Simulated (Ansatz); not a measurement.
The system is CuO.

```
Cu O
1.0
     2.83633    0.00000    0.00000
    -1.41816    2.45633    0.00000
     0.00000    0.00000    2.76811
Cu O
1 1
Direct
  0.00000 0.00000 0.00000
  0.66667 0.33333 0.50000
```

Measurements of this composition are mostly on another form, of space group No. 15.

```yaml
Program: Ansatz 0.2.0
Task: relaxation of cell and atoms
Functional: LDA
Potentials_or_basis: all-electron LAPW, scalar-relativistic
Basis_error_allowed: 0.002 eV/atom
k_mesh: 9 × 9 × 8
Occupations: fermi-dirac, width 0.05 eV
Spin: no spin polarisation
```

At the start: volume 9.64 Å³/atom.

Problem. How do energy, volume and symmetry change on relaxing?

Solution. Over 6 steps the energy falls by 55.1 meV/atom and the volume is 8.86 Å³/atom (-8.2 %); space group P-6m2 (No. 187, to 0.05 Å).

Step by step:
| step | energy change (eV) | largest force (eV/Å) | volume (Å³) |
| --- | --- | --- | --- |
| 1 | 0.0000 | 0.0000 | 19.29 |
| 2 | -0.0859 | 0.0000 | 18.48 |
| 3 | -0.1090 | 0.0000 | 17.57 |
| 4 | -0.1102 | 0.0000 | 17.72 |
| 5 | -0.1102 | 0.0000 | 17.71 |
| 6 | -0.1102 | 0.0000 | 17.71 |

Final structure:
```
CELL_PARAMETERS angstrom
2.79396 0.00000 0.00000
-1.39698 2.41964 0.00000
0.00000 0.00000 2.61985
ATOMIC_POSITIONS crystal
Cu 0.00000 0.00000 0.00000
O 0.66667 0.33333 0.50000
```

Caveat: the k mesh is thin for a metal, which can move the energy by tens of meV per atom; the run has no spin polarisation, though such a crystal can be magnetic.
